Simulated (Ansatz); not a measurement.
Runs of Ansatz 0.2.0 on PbS (Galena). It takes space group Fm-3m (No. 225, cubic). The conventional cell has a = 5.931 Å, b = 5.931 Å, c = 5.931 Å, α = 90.00°, β = 90.00°, γ = 90.00°. Around Pb (site symmetry m-3m) lie 6 S at 2.97 Å. Around S (site symmetry m-3m) lie 6 Pb at 2.97 Å. 

```tsv
level	cutoff (eV)	gap on the mesh (eV)	pressure (GPa)
HF	420	5.32	(b)
r2SCANh	500	1.00	1.2
r2SCAN0	500	(c)	1.0
r2SCAN50	500	2.64	(a)
```

Alike in all rows: task band structure; potentials or basis Ansatz PAW; no spin polarisation; cell as given; k mesh 4 × 4 × 4; smearing fermi-dirac 0.05 eV; the mesh is coarse, so values aren't converged.

Question: Estimate the missing entries.

Answer: (a) 0.6; (b) 8.3; (c) 1.60.

Caveats: all runs use coarse meshes; spin-orbit coupling is left out, which as a rule narrows the gap of such compounds by several tenths of an eV; the PAW data sets come from PBE, with cores solved anew for the run's functional, which leaves a small shift of forces and pressure; the thresholds are loose for stress.

A k mesh can miss the band edges, and the runs leave out spin-orbit coupling on Pb.
